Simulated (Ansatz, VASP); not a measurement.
TePb in VASP and in Ansatz

```xyz
2
Lattice="0.0000 3.2846 3.2846 3.2846 0.0000 3.2846 3.2846 3.2846 0.0000" Properties=species:S:1:pos:R:3 pbc="T T T"
Pb    0.0000    0.0000    0.0000
Te    3.2846    3.2846    3.2846
```

Alike in both runs: functional PBE; k mesh 10 × 10 × 10; occupations gaussian, width 0.01 eV; no spin polarisation.

Ansatz relaxed the structure, and its values are those at the end. VASP's run is a single point on that final structure, the one shown.

```csv
,VASP,Ansatz
version,VASP 6.6.1,Ansatz 0.2.0
potentials or method,"VASP PAW PBE potentials, release 64 (Pb_d, Te)","scalar-relativistic, plane waves, PAW"
plane-wave cutoff (eV),520,420
valence electrons in the cell,20,30
```

```tsv
	VASP	Ansatz	Ansatz less VASP
gap on the k mesh at the Fermi level (eV)	0.83	0.83	-0.004
least direct gap on the mesh (eV)	0.83	0.83	-0.004
pressure (GPa)	0.0	0.0	+0.05
```

The two sets of potentials don't hold the same shells in valence.

Caveats: spin-orbit coupling is left out, which as a rule narrows the gap of such compounds by several tenths of an eV. A k mesh can miss the band edges.
